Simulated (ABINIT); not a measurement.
WS2:

```
W S
1.0
     1.57900    0.91164    6.16333
    -1.57900    0.91164    6.16333
     0.00000   -1.82327    6.16333
W S
1 2
Direct
  0.00000 0.00000 0.00000
  0.58100 0.58100 0.58100
  0.75030 0.75030 0.75030
```

Measurements of this composition are mostly on another form, of space group No. 194.

* Program: ABINIT 10.8.3 (patched build)
* Task: relaxation of cell and atoms
* Functional: PBEsol
* Potentials or basis: JTH PAW PBE v2.0
* Cutoff: 544 eV
* k mesh: 8 × 8 × 8
* Occupations: fermi-dirac, width 0.05 eV
* Spin: no spin polarisation

At the start: pressure -0.2 GPa; volume 17.74 Å³/atom.

Task: How do energy, volume and symmetry change on relaxing?

Result: Over 10 steps the energy falls by 3.2 meV/atom and the volume is 18.28 Å³/atom (+3.0 %); space group R3m (No. 160, to 0.05 Å).

The path:
```tsv
step	energy change (eV)	largest force (eV/Å)	pressure (GPa)	volume (Å³)
1	0.0000	0.6018	-0.20	53.23
2	-0.0044	0.2984	-0.10	53.20
3	-0.0062	0.0411	0.05	53.16
4	-0.0063	0.0489	0.06	53.17
5	-0.0070	0.0829	0.16	53.27
6	-0.0072	0.0778	0.20	53.34
7	-0.0081	0.0851	0.29	53.67
8	-0.0088	0.0640	0.30	54.08
9	-0.0095	0.0328	0.18	54.53
10	-0.0096	0.0089	0.05	54.83
```

Final structure:
```yaml
crystal:
  lattice:
    - [1.57506, 0.90936, 6.38027]
    - [-1.57506, 0.90936, 6.38027]
    - [0.00000, -1.81872, 6.38027]
  atoms:
    - { symbol: W, position: [0.99933, 0.99933, 0.99933] }
    - { symbol: S, position: [0.58408, 0.58408, 0.58408] }
    - { symbol: S, position: [0.74788, 0.74788, 0.74788] }
```

Caveat: the PAW data sets were made with another functional, which shifts forces and pressure a little.
